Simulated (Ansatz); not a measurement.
## WS₂: pressure against volume, fitted

```xyz
3
Lattice="1.5790 0.9116 6.1633 -1.5790 0.9116 6.1633 0.0000 -1.8233 6.1633" Properties=species:S:1:pos:R:3 pbc="T T T"
W     0.0000    0.0000    0.0000
S     0.0000    0.0000   13.8730
S     0.0000    0.0000   10.7427
```

Atoms are numbered in the order listed.

The geometry is COD entry 9012192, unchecked; take it as a test cell.

No spin–orbit coupling, which matters for the heavy atoms here.

Method: DFT, LDA, all-electron LAPW, scalar-relativistic (Ansatz 0.2.0).

The runs use a Γ-centred 13×13×13 k mesh, Fermi–Dirac smearing of 0.08 eV, basis error target 0.5 meV/atom, no spin polarisation.

The cell is scaled evenly. Fractional coordinates are held (clamped ions).

```json
{"V (Å³/atom)": "17.034", "P (GPa)": "3.59"}
{"V (Å³/atom)": "17.389", "P (GPa)": "-0.21"}
{"V (Å³/atom)": "17.566", "P (GPa)": "-1.96"}
{"V (Å³/atom)": "17.744", "P (GPa)": "-3.61"}
{"V (Å³/atom)": "17.921", "P (GPa)": "-5.18"}
{"V (Å³/atom)": "18.099", "P (GPa)": "-6.66"}
{"V (Å³/atom)": "18.454", "P (GPa)": "-9.40"}
{"V (Å³/atom)": "18.809", "P (GPa)": "-11.84"}
```

Q: Fit a third-order Birch–Murnaghan curve to the pressures.

A: P = (3B0/2)(y^(7/2) − y^(5/2))[1 + (3/4)(B0′ − 4)(y − 1)] with y = (V0/V)^(2/3) fits within 0.01 GPa for V0 = 17.368 Å³/atom, B0 = 177.0 GPa and B0′ = 4.40.

Q: Predict the pressure at the withheld volume, 16.679 Å³/atom.

A: There y = 1.0274, so the fit gives 7.84 GPa; the run gave 7.83 GPa.
